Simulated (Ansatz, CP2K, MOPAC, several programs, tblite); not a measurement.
Energy against volume for TlCl, CsCl type, at fixed shape and fractional coordinates, computed by several methods (PBE and r2SCAN, where shown, with plane waves in Ansatz); the cell shown is that of r2SCAN. It is cubic, Pm-3m (No. 221); a = 3.839 Å in the conventional setting, 28.29 Å³ an atom. Around Tl lie 8 Cl at 3.32 Å; around Cl lie 8 Tl at 3.32 Å. (Simulation; spin polarisation is off.) Energies count from each curve's lowest point; fits are third-order Birch-Murnaghan.

```cif
data_structure
_symmetry_space_group_name_H-M 'Pm-3m'
_symmetry_Int_Tables_number 221
_cell_length_a 3.8388
_cell_length_b 3.8388
_cell_length_c 3.8388
_cell_angle_alpha 90.000
_cell_angle_beta 90.000
_cell_angle_gamma 90.000
_cell_volume 56.57
loop_
_atom_site_label
_atom_site_type_symbol
_atom_site_symmetry_multiplicity
_atom_site_Wyckoff_symbol
_atom_site_fract_x
_atom_site_fract_y
_atom_site_fract_z
_atom_site_occupancy
Tl1 Tl 1 a 0.00000 0.00000 0.00000 1
Cl1 Cl 1 b 0.50000 0.50000 0.50000 1
```

PBE/DZVP (CP2K), on the shape of the cell shown:
```tsv
V (Å³/atom)	E (meV/atom)
24.891	83.63
26.588	31.47
28.286	6.24
29.983	0.00
31.680	7.16
```
V₀ = 29.83 Å³ an atom and B₀ = 23 GPa.

PM7 (MOPAC), on the shape of the cell shown, as a cluster of 54 atoms at the zone centre:
```tsv
V (Å³/atom)	E (meV/atom)
24.891	0.00
26.588	82.38
28.286	144.45
29.983	206.65
31.680	265.67
```
The lowest point is an end point, so the minimum isn't bracketed.

light PBE (260 eV, its own mesh), on the shape of the cell shown:
```tsv
V (Å³/atom)	E (meV/atom)
26.023	62.49
27.154	29.97
28.286	14.56
29.417	8.82
30.548	0.00
31.680	17.69
```
The points scatter about a smooth fit, as a low cutoff and a light mesh can make them, so no fit is quoted.

GFN2-xTB (tblite), on the shape of the cell shown, as a cluster of 54 atoms at the zone centre:

| V (Å³/atom) | E (meV/atom) |
| --- | --- |
| 24.891 | 0.00 |
| 26.588 | 32.73 |
| 28.286 | 82.68 |
| 29.983 | 155.23 |
| 31.680 | 252.04 |

The lowest point is an end point, so the minimum isn't bracketed.

GFN1-xTB (tblite), on the shape of the cell shown, as a cluster of 54 atoms at the zone centre:

| V (Å³/atom) | E (meV/atom) |
| --- | --- |
| 24.891 | 2.07 |
| 26.588 | 0.00 |
| 28.286 | 31.82 |
| 29.983 | 72.55 |
| 31.680 | 140.96 |

The points scatter about a smooth fit, so no fit is quoted.
